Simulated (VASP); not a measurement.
Set up this calculation in VASP 6.6.1, as the native input.

```
Task                   : band structure
Functional             : PBE
Potentials or basis    : VASP PAW PBE potentials, release 64 (Cu, O)
Cutoff                 : 520 eV
k mesh                 : 10 × 10 × 5
Occupations            : fermi-dirac, width 0.05 eV
Spin                   : no spin polarisation
Further INCAR settings : ALGO = Normal; EDIFF = 1e-06; NBANDS = 25
```

The system is CuO (Tenorite).

```
Cu O
1.0
     2.34185   -1.71130    0.00000
     2.34185    1.71130    0.00000
    -0.85003    0.00000    5.05787
Cu O
2 2
Direct
  0.50000 0.00000 0.50000
  0.00000 0.50000 0.00000
  0.41840 0.58160 0.75000
  0.58160 0.41840 0.25000
```

The input as run:

POSCAR

```
CuO
1.0
    2.3418500000     -1.7113000000      0.0000000000
    2.3418500000      1.7113000000      0.0000000000
   -0.8500274268      0.0000000000      5.0578693947
Cu O
2 2
Direct
    0.5000000000      0.0000000000      0.5000000000
    0.0000000000      0.5000000000      0.0000000000
    0.4184000000      0.5816000000      0.7500000000
    0.5816000000      0.4184000000      0.2500000000
```

INCAR.step1

```
SYSTEM = CuO
PREC = Accurate
ENCUT = 520
EDIFF = 1E-6
ISMEAR = -1
SIGMA = 0.05
LREAL = .False.
LASPH = .True.
NELM = 100
ALGO = Normal
ISIF = 2
LWAVE = .False.
LCHARG = .True.
LMAXMIX = 4
GGA = PE
NBANDS = 25
```

KPOINTS.step1

```
regular mesh
0
Gamma
  10 10 5
  0 0 0
```

INCAR.step2

```
SYSTEM = CuO
PREC = Accurate
ENCUT = 520
EDIFF = 1E-6
ISMEAR = 0
SIGMA = 0.05
LREAL = .False.
LASPH = .True.
NELM = 100
ALGO = Normal
ISIF = 2
LWAVE = .False.
LCHARG = .False.
LMAXMIX = 4
GGA = PE
NBANDS = 25
ICHARG = 11
```

KPOINTS.step2

```
path GYFLI,I1ZF1,YX1,XGN,MG
15
line-mode
reciprocal
 0.0000000000  0.0000000000  0.0000000000  G
-0.5000000000 -0.5000000000  0.0000000000  Y

-0.5000000000 -0.5000000000  0.0000000000  Y
-0.5247847702 -0.5247847702  0.3275098836  F

-0.5247847702 -0.5247847702  0.3275098836  F
-0.5000000000 -0.5000000000  0.5000000000  L

-0.5000000000 -0.5000000000  0.5000000000  L
-0.6335075857 -0.3664924143  0.5000000000  I

-0.3664924143  0.3664924143  0.5000000000  I1
 0.0000000000  0.0000000000  0.5000000000  Z

 0.0000000000  0.0000000000  0.5000000000  Z
-0.4752152298 -0.4752152298  0.6724901164  F1

-0.5000000000 -0.5000000000  0.0000000000  Y
-0.6127316330 -0.3872683670  0.0000000000  X1

-0.3872683670  0.3872683670  0.0000000000  X
 0.0000000000  0.0000000000  0.0000000000  G

 0.0000000000  0.0000000000  0.0000000000  G
-0.5000000000  0.0000000000  0.0000000000  N

-0.5000000000  0.0000000000  0.5000000000  M
 0.0000000000  0.0000000000  0.0000000000  G
```

Potentials or basis: VASP PAW PBE potentials, release 64 (Cu, O).

The run is started by

```bash
$ cat potpaw_PBE.64/Cu/POTCAR potpaw_PBE.64/O/POTCAR > POTCAR
$ cp INCAR.step1 INCAR
$ cp KPOINTS.step1 KPOINTS
$ mpirun -np 1 vasp_std > vasp.out
$ cp INCAR.step2 INCAR
$ cp KPOINTS.step2 KPOINTS
$ mpirun -np 1 vasp_std > vasp.out
```

It gave:

- Band gap along the path: none (metal or under the smearing width)

Caveat: the log is that of the step along the path at fixed density, whose energy, stress, charges and moments have no meaning; the run has no spin polarisation, though such a crystal can be magnetic; semilocal functionals often make such compounds metallic where correlation or magnetic order opens a gap, which also shifts bond lengths.

Run time: 2.6 min on 1 thread of Intel(R) Xeon(R) Platinum 8259CL CPU @ 2.50GHz (Skylake/Cascade Lake), on a shared host, peak memory 0.25 GiB.
